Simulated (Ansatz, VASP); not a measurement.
# Ag: VASP beside Ansatz

File INCAR:

```
SYSTEM = Ag
PREC     = Accurate       ! precision mode
ENCUT    = 520            ! plane-wave cutoff, eV
EDIFF    = 1E-6           ! SCF threshold, eV
ISMEAR   = 0              ! smearing method
SIGMA    = 0.0261         ! smearing width, eV
LREAL    = .False.        ! projectors in reciprocal space
LASPH    = .True.         ! aspherical terms in the spheres
NELM     = 60             ! most SCF steps
ALGO     = Normal         ! electronic algorithm
ISIF     = 2              ! what is computed and relaxed
LWAVE    = .False.        ! write WAVECAR
LCHARG   = .False.        ! write CHGCAR
GGA      = PE             ! functional
NBANDS   = 12             ! bands
```

Contents of KPOINTS:

```
regular mesh
0
Gamma
  11 11 11
  0 0 0
```

POSCAR

```
Ag
1.0
   -2.1173370000      2.1173370000      2.1173370000
    2.1173370000     -2.1173370000      2.1173370000
    2.1173370000      2.1173370000     -2.1173370000
Ag
1
Direct
    0.0000000000      0.0000000000      0.0000000000
```

Input for Ansatz:

```yaml
crystal:
  lattice:
    - [-2.117337, 2.117337, 2.117337]
    - [2.117337, -2.117337, 2.117337]
    - [2.117337, 2.117337, -2.117337]
  atoms:
    - { symbol: Ag, position: [0.0, 0.0, 0.0] }
  symmetry: { tolerance: 0.0003 }
kpoints:
  mp_grid: { grid: [11, 11, 11], shift: [0, 0, 0] }
  band_path:
    path:
      - [0.0, 0.0, 0.0]
      - [0.5, -0.5, 0.5]
      - [0.0, 0.0, 0.5]
      - [0.0, 0.0, 0.0]
      - [0.25, 0.25, 0.25]
      - [0.5, -0.5, 0.5]
      - [0.25, 0.25, 0.25]
      - [0.0, 0.0, 0.5]
    npoints: 8
magnetization:
  spin_polarized: false
scf:
  occupations: { method: gaussian, width: 0.0261 }
  lower_state_search: "off"
  max_iter: 200
hamiltonian:
  pseudopotentials: { kind: paw }
  xc: pbe
basis:
  ecutwfc: 420
  fft_grid_basis: typed
output:
  forces: true
  stress: true
  eigenvalues: true
  bader: true
  populations: true
  elf: true
  write_potential: true
  volumetric_format: npy
  dos:
    e_range: [-12, 8]
    de: 0.05
    projected: { site_lists: { Ag: [Ag] } }
checkpoint:
  read: saved_state
```

The cell was built by a generator and needn't be a form met in nature.

Alike in both runs: task single point; functional PBE; k mesh 11 × 11 × 11; occupations gaussian, width 0.0261 eV; no spin polarisation.

|  | VASP | Ansatz |
| --- | --- | --- |
| version | VASP 6.6.1 | Ansatz 0.2.0 |
| potentials or method | VASP PAW PBE potentials, release 64 (Ag) | PAW plane waves |
| plane-wave cutoff (eV) | 520 | 420 |
| valence electrons in the cell | 11 | 19 |

VASP gave:

```
pressure (GPa) : -7.7
```

Task: Estimate Ansatz's values.

Result: Pressure (GPa): -7.6.

The two sets of potentials don't hold the same shells in valence.
